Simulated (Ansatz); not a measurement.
# MoS2: the cost of one run

Program: Ansatz 0.2.0. Level of theory: DFT PBE+D3(BJ), scalar-relativistic, plane waves, PAW. These are calculated values, not measurements.

## 1. Starting point

It takes space group P-6m2 (No. 187, hexagonal). The conventional cell has a = 3.184 Å, b = 3.184 Å, c = 21.103 Å, α = 90.00°, β = 90.00°, γ = 120.00°. Around S (site symmetry 3m) lie 3 Mo at 2.41 Å. Mo (site symmetry -6m2) is surrounded by 6 S at 2.41 Å.

Structure file:

```cif
data_structure
_symmetry_space_group_name_H-M 'P-6m2'
_symmetry_Int_Tables_number 187
_cell_length_a 3.1840
_cell_length_b 3.1840
_cell_length_c 21.1033
_cell_angle_alpha 90.000
_cell_angle_beta 90.000
_cell_angle_gamma 120.000
_cell_volume 185.28
loop_
_atom_site_label
_atom_site_type_symbol
_atom_site_symmetry_multiplicity
_atom_site_Wyckoff_symbol
_atom_site_fract_x
_atom_site_fract_y
_atom_site_fract_z
_atom_site_occupancy
S1 S 2 h 0.33333 0.66667 0.92649 1
Mo1 Mo 1 a 0.00000 0.00000 0.00000 1
```

Free-standing sheet.

## 2. Relaxing the sheet and its cell in the plane

Input file input.yaml:

```yaml
crystal:
  lattice:
    - [3.18401552, 0.0, 0.0]
    - [-1.59200776, 2.75743833, 0.0]
    - [0.0, 0.0, 21.1032848747]
  atoms:
    - { symbol: S, position: [0.66666667, 0.33333334, 0.4264738904] }
    - { symbol: Mo, position: [0.33333333, 0.66666666, 0.49998388], spin: 1.0 }
    - { symbol: S, position: [0.66666667, 0.33333334, 0.5735261096] }
basis:
  ecutwfc: 420.0
  fft_grid_basis: typed
kpoints:
  mp_grid: { grid: [12, 12, 1] }
hamiltonian:
  xc: pbe
  dispersion: d3bj
  pseudopotentials: { kind: paw }
scf:
  occupations: { method: gaussian, width: 0.05 }
output:
  forces: true
  eigenvalues: true
  populations: true
  stress: true
efield:
  axis: 3
  dipole_correction: true
  ramp_width: 0.04
magnetization:
  spin_polarized: true
relax:
  adjacent_minimum: "off"
  f_tol: 0.02
  max_steps: 60
  cell: { fix: [c, alpha, beta], stress_tol: 0.05 }
```

On the command line:

```
ansatz run input.yaml --threads 4 --pin off --max-ram 8847MiB --backend cpu --events-out ev --progress --plain --runs-dir out
```

What time and memory should one allow on 4 threads of Arm Neoverse V1, shared host?

About 20 s, with a peak of 0.53 GiB.
